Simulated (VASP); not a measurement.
# Ge (Fd-3m) in VASP: a series of runs, part 2 of 2

VASP 6.6.1. Earlier steps stand in the parts before.

## (3) Relaxation of cell and atoms, PBEsol

This run uses another cell than the first one, of 22.85 Å³/atom, 1.009 times its volume.

Contents of INCAR:

```
PREC = Accurate
ENCUT = 600
EDIFF = 1E-7
ISMEAR = 0
SIGMA = 0.03
LREAL = F
LASPH = T
NELM = 80
ALGO = Normal
ISIF = 3
LWAVE = F
LCHARG = F
GGA = PS
IBRION = 2
NSW = 90
EDIFFG = -0.005
KPAR = 8
```

Contents of KPOINTS:

```
regular mesh
0
Gamma
  10 10 10
```

Contents of POSCAR:

```
Ge                                      
1.0
    0.0000000000      2.8376024246      2.8376024246
    2.8376024246      0.0000000000      2.8376024246
    2.8376024246      2.8376024246      0.0000000000
  Ge            
     2
Direct
     0.0000000000000000    0.0000000000000000    0.0000000000000000
     0.2500000000000000    0.2500000000000000    0.2500000000000000
```

Potentials or basis: VASP PAW PBE potentials, release 64 (Ge_d).

Started as:

```bash
cat potpaw_PBE.64/Ge_d/POTCAR > POTCAR
mpirun -np 8 vasp_std > vasp.out
```

OUTCAR:

```text
PREC = Accurate
   ENCUT = 600
   EDIFF = 1E-7
   ISMEAR = 0
   LREAL = F
   LASPH = T
   NELM = 80
   ISIF = 3
   GGA = PS
   IBRION = 2
   NSW = 90
   EDIFFG = -0.005

 ion  position               nearest neighbor table
   1  0.000  0.000  0.000-   2 2.46   2 2.46   2 2.46   2 2.46
   2  0.250  0.250  0.250-   1 2.46   1 2.46   1 2.46   1 2.46

  LATTYP: Found a face centered cubic cell.
 ALAT       =     5.6752048492

  Lattice vectors:

 A1 = (   0.0000000000,   2.8376024246,   2.8376024246)
 A2 = (   2.8376024246,   0.0000000000,   2.8376024246)
 A3 = (   2.8376024246,   2.8376024246,   0.0000000000)

Analysis of symmetry for initial positions (statically):
=====================================================================
 Subroutine PRICEL returns:
 Original cell was already a primitive cell.

 Routine SETGRP: Setting up the symmetry group for a
 face centered cubic supercell.

 Subroutine GETGRP returns: Found 48 space group operations
 (whereof 24 operations were pure point group operations)
 out of a pool of 48 trial point group operations.

The static configuration has the point symmetry T_d .
 The point group associated with its full space group is O_h .

Analysis of symmetry for dynamics (positions and initial velocities):
=====================================================================
 Subroutine PRICEL returns:
 Original cell was already a primitive cell.

 Routine SETGRP: Setting up the symmetry group for a
 face centered cubic supercell.

 Subroutine GETGRP returns: Found 48 space group operations
 (whereof 24 operations were pure point group operations)
 out of a pool of 48 trial point group operations.

The dynamic configuration has the point symmetry T_d .
 The point group associated with its full space group is O_h .

 Subroutine INISYM returns: Found 48 space group operations
 (whereof 24 operations are pure point group operations),
 and found     1 'primitive' translations

----------------------------------------------------------------------------------------

                                     Primitive cell

  volume of cell :      45.6967

  direct lattice vectors                    reciprocal lattice vectors
     0.000000000  2.837602425  2.837602425    -0.176205093  0.176205093  0.176205093
     2.837602425  0.000000000  2.837602425     0.176205093 -0.176205093  0.176205093
     2.837602425  2.837602425  0.000000000     0.176205093  0.176205093 -0.176205093

  length of vectors
     4.012975833  4.012975833  4.012975833     0.305196174  0.305196174  0.305196174

  position of ions in fractional coordinates (direct lattice)
     0.000000000  0.000000000  0.000000000
     0.250000000  0.250000000  0.250000000

  ion indices of the primitive-cell ions
   primitive index   ion index
                 1           1
                 2           2

----------------------------------------------------------------------------------------

 KPOINTS: regular mesh

Automatic generation of k-mesh.
 Grid dimensions read from file:
 generate k-points for:   10   10   10

 Generating k-lattice:

  Cartesian coordinates                     Fractional coordinates (reciprocal lattice)
[... 22 lines left out ...]
  0.500000  0.000000  0.000000      4.000000
[... 16 lines left out ...]
  0.300000  0.300000  0.000000      6.000000
  0.400000  0.300000  0.000000     24.000000
 [... further k-points ...]
   k-points           NKPTS =     47   k-points in BZ     NKDIM =     47   number of bands    NBANDS=     18
   number of dos      NEDOS =    301   number of ions     NIONS =      2
   total plane-waves  NPLWV =  32768
   dimension x,y,z NGX =    32 NGY =   32 NGZ =   32
   dimension x,y,z NGXF=    64 NGYF=   64 NGZF=   64
   ions per type =               2
   NGX,Y,Z   is equivalent  to a cutoff of  13.26, 13.26, 13.26 a.u.
   NGXF,Y,Z  is equivalent  to a cutoff of  26.51, 26.51, 26.51 a.u.
 SYSTEM =  unknown system
   PREC   = accura    normal or accurate (medium, high low for compatibility)
   ISTART =      0    job   : 0-new  1-cont  2-samecut
   ICHARG =      2    charge: 1-file 2-atom 10-const
   ISPIN  =      1    spin polarized calculation?
   LNONCOLLINEAR =      F non collinear calculations
   LSORBIT =      F    spin-orbit coupling
   LASPH  =      T    aspherical Exc in radial PAW
   ENCUT  =  600.0 eV  44.10 Ry    6.64 a.u.   8.01  8.01  8.01*2*pi/ulx,y,z
   NELM   =     80;   NELMIN=  2; NELMDL= -5     # of ELM steps
   EDIFF  = 0.1E-06   stopping-criterion for ELM
   LREAL  =      F    real-space projection
   EDIFFG = -.5E-02   stopping-criterion for IOM
   NSW    =     90    number of steps for IOM
   IBRION =      2    ionic relax: 0-MD 1-quasi-New 2-CG
   NFREE  =      1    steps in history (QN), initial steepest desc. (CG)
   ISIF   =      3    stress and relaxation
   ISYM   =      2    0-nonsym 1-usesym 2-fastsym
   POTIM  = 0.5000    time-step for ionic-motion
   TEBEG  =    0.0;   TEEND  =   0.0 temperature during run
   PSTRESS=    0.0 pullay stress
   NELECT =      28.0000    total number of electrons
   NUPDOWN=      -1.0000    fix difference up-down
   EMIN   =  10.00;   EMAX   =-10.00  energy-range for DOS
   EFERMI =   0.00;   METHOD = LEGACY
   ISMEAR =     0;   SIGMA  =   0.03  broadening in eV -4-tet -1-fermi 0-gaus
   EFERMI_NEDOS =   21; number of points for ismear=-14 and -15
   IALGO  =     38    algorithm
   IMIX   =      4    mixing-type and parameters
     AMIX     =   0.40;   BMIX     =  1.00
     AMIX_MAG =   1.60;   BMIX_MAG =  1.00
  volume/ion in A,a.u.               =      22.85       154.19
  Fermi-wavevector in a.u.,A,eV,Ry     =   1.390484  2.627634 26.306123  1.933445
  Thomas-Fermi vector in A             =   2.514415
   LORBIT       =      0    0 simple, 1 ext, 2 COOP (PROOUT), +10 PAW based schemes
   GGA     = PS    functional components
   LHFCALC =     F    Hartree Fock is set to
   AEXX    =    0.0000 exact exchange contribution
   IVDW    =     0    specifies the selected vdW correction
   LEPSILON=     F    determine dielectric tensor
   LRPA    =     F    only Hartree local field effects (RPA)
 conjugate gradient relaxation of ions
 non-spin polarized calculation
 Gauss-broadening in eV      SIGMA  =   0.03
  energy-cutoff  :      600.00
  volume of cell :       45.70
 maximum number of plane-waves:      1542
   NGX = 17   NGY = 17   NGZ = 17

--------------------------------------- Ionic step        1  -------------------------------------------

 number of electron      28.0000020 magnetization

 Free energy of the ion-electron system (eV)
  ---------------------------------------------------
  ext. energy  EPLUGINS =         0.00000000
  ---------------------------------------------------
  free energy    TOTEN  =        -9.87146455 eV

  energy without entropy =       -9.87141825  energy(sigma->0) =       -9.87144140

------------------------ aborting loop because EDIFF is reached ----------------------------------------

  FORCE on cell =-STRESS in cart. coord.  units (eV):
  Direction    XX          YY          ZZ          XY          YZ          ZX
  --------------------------------------------------------------------------------------
  -------------------------------------------------------------------------------------
  Total       -0.0154882     -0.0154882     -0.0154882      0.0000000      0.0000000      0.0000000
  in kB       -0.5430335     -0.5430335     -0.5430335      0.0000000      0.0000000      0.0000000
  external PRESSURE =      -0.5430335 kB  Pullay stress =       0.0000000 kB
[... 131 lines left out ...]
--------------------------------------- Ionic step        5  -------------------------------------------

 number of electron      28.0000019 magnetization

 Free energy of the ion-electron system (eV)
  ---------------------------------------------------
  ext. energy  EPLUGINS =         0.00000000
  ---------------------------------------------------
  free energy    TOTEN  =        -9.87146664 eV

  energy without entropy =       -9.87142035  energy(sigma->0) =       -9.87144350

 E-fermi :   4.7882     XC(G=0): -10.0876

 val. band max:        4.7790782509   @ k =   0.0000   0.0000   0.0000
 cond. band min:       4.8755869988   @ k =   0.5000   0.0000   0.0000
 fundamental gap:      0.0965087479
 Fermi energy:         4.7882122096

 k-point     1 :       0.0000    0.0000    0.0000
  band No.  band energies     occupation
      1     -19.9718      2.00000
      2     -19.9717      2.00000
      3     -19.9717      2.00000
      4     -19.9358      2.00000
      5     -19.9358      2.00000
      6     -19.7283      2.00000
[... 481 lines left out ...]
      5     -19.8538      2.00000
      6     -19.8307      2.00000
[... 10 lines left out ...]
     17      11.3838      0.00000
     18      11.9467      0.00000

 [... further k-points ...]
[... 5 lines left out ...]
  --------------------------------------------------------------------------------------
  -------------------------------------------------------------------------------------
  Total       -0.0008466     -0.0008466     -0.0008466     -0.0000000     -0.0000000     -0.0000000
  in kB       -0.0297008     -0.0297008     -0.0297008     -0.0000000     -0.0000000     -0.0000000
  external PRESSURE =      -0.0297008 kB  Pullay stress =       0.0000000 kB
[... 17 lines left out ...]
  FREE ENERGIE OF THE ION-ELECTRON SYSTEM (eV)
  ---------------------------------------------------
  free  energy   TOTEN  =        -9.8714666428 eV

  energy  without entropy=       -9.8714203478  energy(sigma->0) =       -9.87144350

 reached required accuracy - stopping structural energy minimisation
```

CONTCAR:

```text
Ge
   1.00000000000000
     0.0000000000000000    2.8370028159610849    2.8370028159610849
     2.8370028159610849    0.0000000000000000    2.8370028159610849
     2.8370028159610849    2.8370028159610849    0.0000000000000000
  Ge
     2
Direct
     0.0000000000000000    0.0000000000000000    0.0000000000000000
     0.2500000000000000    0.2500000000000000    0.2500000000000000

  0.00000000E+00  0.00000000E+00  0.00000000E+00
  0.00000000E+00  0.00000000E+00  0.00000000E+00
```

Run time: 15 s. Hardware: 8 MPI ranks of AMD EPYC 9R45 (Zen 5), shared host; peak memory 0.2 GiB.

What came out:

* Free energy: -9.8715 eV
* Relaxed volume: 22.83 Å³/atom
* Relaxed cell: a = 4.012 Å, b = 4.012 Å, c = 4.012 Å, α = 60.00°, β = 60.00°, γ = 60.00°
* Space group after relaxing (to 0.05 Å): Fd-3m (No. 227)
* Energy gained by relaxing: 0.0 meV/atom
* Ionic steps: 5
* Pressure after relaxing: 0.0 GPa
* Band gap on the k mesh: none (metal or under the smearing width)

Final structure:
```yaml
crystal:
  lattice:
    - [0.00000, 2.83700, 2.83700]
    - [2.83700, 0.00000, 2.83700]
    - [2.83700, 2.83700, 0.00000]
  atoms:
    - { symbol: Ge, position: [0.00000, 0.00000, 0.00000] }
    - { symbol: Ge, position: [0.25000, 0.25000, 0.25000] }
```

Levels at points of the mesh, in eV from the Fermi level:
```
           k point  band 11  band 12  band 13  band 14  band 15  band 16  band 17  band 18
(0.00, 0.00, 0.00)   -12.74    -0.09    -0.01    -0.01    -0.01     2.52     2.52     2.52
(0.50, 0.00, 0.00)   -10.66    -7.60    -1.40    -1.40     0.09     3.70     3.70     6.95
(0.50, 0.50, 0.00)    -8.88    -8.88    -3.07    -3.07     0.67     0.67     9.41     9.41
```

Caveat: the PAW data sets were made with another functional, which shifts forces and pressure a little; this crystal is a semiconductor, whose small gap the functional closes, so the metal is an error of the method.
